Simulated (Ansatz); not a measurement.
A plane-wave DFT run in Ansatz 0.2.0 (scalar-relativistic PAW potentials unless the input names others): input and command.

```yaml
crystal:
  lattice:
    - [-4.8517212585, 2.8011425747, 5.1654655887]
    - [0.0, -5.6022851492, 5.1654655887]
    - [4.8517212585, 2.8011425746, 5.1654655887]
  atoms:
    - { symbol: Zr, position: [0.5269489855, 0.5279840779, 0.1901370395] }
    - { symbol: Zr, position: [0.8608508781, 0.194085022, 0.1901215357] }
    - { symbol: Zr, position: [0.1906469596, 0.5279844322, 0.5264525791] }
    - { symbol: Zr, position: [0.2031143308, 0.8702298722, 0.2025657011] }
    - { symbol: Zr, position: [0.5142967367, 0.1814180286, 0.513796477] }
    - { symbol: Zr, position: [0.8570070126, 0.5241838258, 0.8564621177] }
    - { symbol: Zr, position: [0.8608570749, 0.8577767185, 0.5264500991] }
    - { symbol: Zr, position: [0.1906264744, 0.1940779503, 0.8603563898] }
    - { symbol: Zr, position: [0.5269377376, 0.8577753774, 0.8603618214] }
    - { symbol: Zr, position: [0.4824115612, 0.7796522191, 0.4819585691] }
    - { symbol: Zr, position: [0.8023689982, 0.4694878528, 0.4674871194] }
    - { symbol: Zr, position: [0.1359768875, 0.8031016193, 0.806750275] }
    - { symbol: Zr, position: [0.1125428891, 0.1495324058, 0.4819278621] }
    - { symbol: Zr, position: [0.4679488491, 0.4695039085, 0.8019127569] }
    - { symbol: Zr, position: [0.8071944987, 0.803103623, 0.1355147579] }
    - { symbol: Zr, position: [0.8023885619, 0.1350580328, 0.8019158705] }
    - { symbol: Zr, position: [0.1359677271, 0.4743234391, 0.1355050436] }
    - { symbol: Zr, position: [0.482383082, 0.1495438513, 0.1120519361] }
    - { symbol: C, position: [0.3619885289, 0.029089103, 0.3615008342] }
basis:
  ecutwfc: 420
  xc_grid: 2
kpoints:
  mp_grid: { grid: [3, 3, 3], shift: [0.0, 0.0, 0.0] }
hamiltonian:
  xc: pbe
  pseudopotentials: { kind: nc }
scf:
  occupations: { method: gaussian, width: 0.1 }
  max_iter: 75
output:
  forces: true
  eigenvalues: true
magnetization:
  spin_polarized: true
  spin_orbit: true
```

```bash
ansatz run input.yaml --threads 4 --pin off --max-ram 8192MiB --backend cpu --events-out ev --progress --plain --runs-dir out
```

Q: What is wrong with this input?

A: The program refuses it, because of spin-orbit coupling on scalar files and without noncollinear: true (magnetization: not typed → {"spin_polarized": true, "spin_orbit": true}; hamiltonian.pseudopotentials: not typed → {"kind": "nc"}). Without those keys it is accepted.

Abridged log:
```
Error: 2 input errors — fix all and re-run
  1. inconsistent input (magnetization.spin_orbit, magnetization.noncollinear): true requires noncollinear: true — spin–orbit coupling acts on 2-spinor wavefunctions; set both flags
  2. inconsistent input (magnetization.spin_orbit, hamiltonian.pseudopotentials.kind): true requires a fully-relativistic hamiltonian.pseudopotentials.kind (nc_fr or paw_fr), or kind: all_electron without datasets and azcp, which then solves Dirac's equation on LAPW. paw_fr resolves this project's PAW files (source: ansatz) by j as it reads them
```